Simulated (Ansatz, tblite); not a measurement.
## A script for MgS (GFN1-xTB)

These are simulated results from tblite 0.8.0, not measurements. The cell was built from a prototype and was relaxed with r2SCAN in plane waves (Ansatz 0.2.0). Not every such cell is a known phase. All runs are without spin polarisation.

The symmetry is Pm-3m (No. 221, cubic); conventional cell a = 3.263 Å, 17.37 Å³ an atom. Around Mg lie 8 S at 2.83 Å; around S lie 8 Mg at 2.83 Å.

tblite solves periodic systems at the zone centre alone, so the script builds a cluster of 3×3×3 conventional cells (54 atoms), which folds in a coarse mesh of k points.

Input script:

```python
import json
from ase import Atoms
from ase.build import make_supercell
from ase.units import Bohr, GPa, Hartree
from tblite.interface import Calculator

atoms = Atoms(['Mg', 'S'],
              cell=[[3.26281741, 0.0, 0.0], [0.0, 3.26281741, 0.0], [0.0, 0.0, 3.26281741]],
              scaled_positions=[[0.0, 0.0, 0.0], [0.5, 0.5, 0.5]],
              pbc=True)
cluster = make_supercell(atoms, [[3, 0, 0], [0, 3, 0], [0, 0, 3]])
calc = Calculator('GFN1-xTB', cluster.numbers, cluster.positions / Bohr, lattice=cluster.cell[:] / Bohr, periodic=cluster.pbc)
calc.set('temperature', 0.02 / Hartree)
calc.set('max-iter', 150)
res = calc.singlepoint()
levels = res.get('orbital-energies') * Hartree
nv = round(res.get('orbital-occupations').sum() / 2)
cells = len(cluster) // len(atoms)
out = {'energy_per_cell': res.get('energy') * Hartree / cells, 'homo': levels[nv - 1], 'lumo': levels[nv],
       'stress': (-res.get('virial') * Hartree / cluster.get_volume() / GPa).tolist(), 'charges': res.get('charges')[:len(atoms)].tolist(), 'electrons': 2 * nv / cells}
json.dump(out, open('results.json', 'w'))
for key, value in out.items():
    print(key, value)
```

Command: `python run.py`. It took 3.4 s on 1 thread of Arm Neoverse V1, with other jobs on the host, peak memory 0.11 GiB.

The log:

```
------------------------------------------------------------
  cycle        total energy    energy error   density error
------------------------------------------------------------
      1     -116.6096304584  -1.1617958E+02   1.0008679E+00
      2     -120.5711018046  -3.9614713E+00   2.8454851E-01
      3     -120.9377001844  -3.6659838E-01   2.1484980E-01
      4     -120.9655374486  -2.7837264E-02   5.7959882E-03
      5     -120.9623702927   3.1671558E-03   1.0636943E-02
      6     -120.9659687852  -3.5984924E-03   4.8078811E-04
      7     -120.9659698219  -1.0366756E-06   3.7380989E-04
      8     -120.9659735112  -3.6893796E-06   1.4506175E-04
      9     -120.9659740406  -5.2933601E-07   3.7452322E-05
     10     -120.9659740566  -1.5990906E-08   2.2285657E-05
     11     -120.9659740645  -7.8925666E-09   6.2897289E-06
------------------------------------------------------------

 total:                                   2.750 sec
energy_per_cell -121.91303022523735
homo -9.987882440052406
lumo -9.987882437108976
stress [[-0.44823476702440396, -1.7991125518307157e-06, -1.7991127532822683e-06], [-1.7991125519139635e-06, -0.448234767019203, -1.7991125703553205e-06], [-1.7991127533381881e-06, -1.7991125703356325e-06, -0.44823476702336157]]
charges [0.41453384711963714, -0.4145177012385452]
electrons 8.0
```

The cycle table is in hartree for the whole cluster, and the lines after it are in eV (the energy for one cell). The printed stress is in GPa and positive in compression, and the pressure is its mean diagonal.

GFN1-xTB gives no gap at the points read. On the same cell, plane-wave PBE (Ansatz, 8×8×8 k points and the special points) gives no gap (an overlap of 0.35 eV at the points read) and r2SCAN a gap of 0.09 eV; on shared hosts these took about 1.3 and 2.8 core-seconds on the 2-atom cell, against 3.4 for the script. Semilocal gaps usually lie below measured ones.

The same script was run on cells scaled at fixed shape and fractional coordinates:

```json
{"volume (Å³/atom)": "15.28", "energy (meV/atom)": "63.5", "pressure (GPa, positive in compression)": "11.48", "gap (eV)": "0.00"}
{"volume (Å³/atom)": "16.33", "energy (meV/atom)": "12.5", "pressure (GPa, positive in compression)": "4.57", "gap (eV)": "0.00"}
{"volume (Å³/atom)": "17.37", "energy (meV/atom)": "0.0", "pressure (GPa, positive in compression)": "-0.45", "gap (eV)": "0.00"}
{"volume (Å³/atom)": "18.41", "energy (meV/atom)": "15.4", "pressure (GPa, positive in compression)": "-4.08", "gap (eV)": "0.00"}
{"volume (Å³/atom)": "19.45", "energy (meV/atom)": "50.8", "pressure (GPa, positive in compression)": "-6.64", "gap (eV)": "0.00"}
```

A Birch-Murnaghan fit puts the minimum at 17.26 Å³/atom, 0.6 % below the given cell, with a bulk modulus of 72.5 GPa at fixed shape.

xTB was fitted mostly to molecules, and a small cluster samples few k points, so gaps, pressures and kinks along a curve can be far from a solid's.
